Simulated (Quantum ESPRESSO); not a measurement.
## Mg in Quantum ESPRESSO: the effect of functional

Mg:

```
CELL_PARAMETERS angstrom
3.20930 0.00000 0.00000
-1.60465 2.77934 0.00000
0.00000 0.00000 5.21030
ATOMIC_POSITIONS crystal
Mg 0.66667 0.33333 0.75000
Mg 0.33333 0.66667 0.25000
```

Alike in all runs:

- Program: Quantum ESPRESSO 7.5
- Task: band structure
- Potentials or basis: SG15 PBE 1.2
- Cutoff: 952 eV
- Density cutoff: 3810 eV
- k mesh: 8 × 8 × 4
- Occupations: fermi-dirac, width 0.05 eV
- Spin: no spin polarisation

```csv
functional,pressure (GPa)
r2SCAN,-0.7
SCAN,-0.8
M06L,?
TPSS,-0.2
```

What does the run with functional M06L give?

Pressure 1.4 GPa.

Caveats: the potentials were made for another functional, which shifts forces and pressure.

Runs at the PBE level aren't shown here.
